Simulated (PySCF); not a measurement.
Runs of PySCF 2.14.0 on BP. Symmetry: F-43m, No. 216, cubic system. The conventional cell has a = 4.538 Å, b = 4.538 Å, c = 4.538 Å, α = 90.00°, β = 90.00°, γ = 90.00°. P (site symmetry -43m) has 4 B at 1.97 Å as nearest neighbours. Around B (site symmetry -43m) lie 4 P at 1.97 Å. 

```tsv
level	exxdiv	three-centre integrals	gap on the mesh (eV)
r2SCANh	ewald	read from an earlier run's file	(a)
PBE0	ewald	read from an earlier run's file	3.38
PBE	-	read from an earlier run's file	1.30
LDA	-	-	(b)
PBEsol	-	read from an earlier run's file	1.11
```

Alike in all rows: task atomic charges; potentials or basis gth-dzvp/gth-pbe (potentials made for PBE); no spin polarisation; cell as given; k mesh 2 × 2 × 2; smearing fixed; the mesh is coarse, so values aren't converged.

Problem. Fill in the values left out.

Solution. (a) 2.24; (b) 1.06.

Caveats: all runs use coarse meshes; the basis of atomic orbitals isn't converged, which shifts pressures, moduli and gaps; on so small a mesh gaps with full-range exact exchange can be off by tenths of an eV to over 1 eV (some runs); meta-GGAs need a finer uniform grid than this (some runs).

A k mesh can miss the band edges.

Not every run made on this cell is shown here.
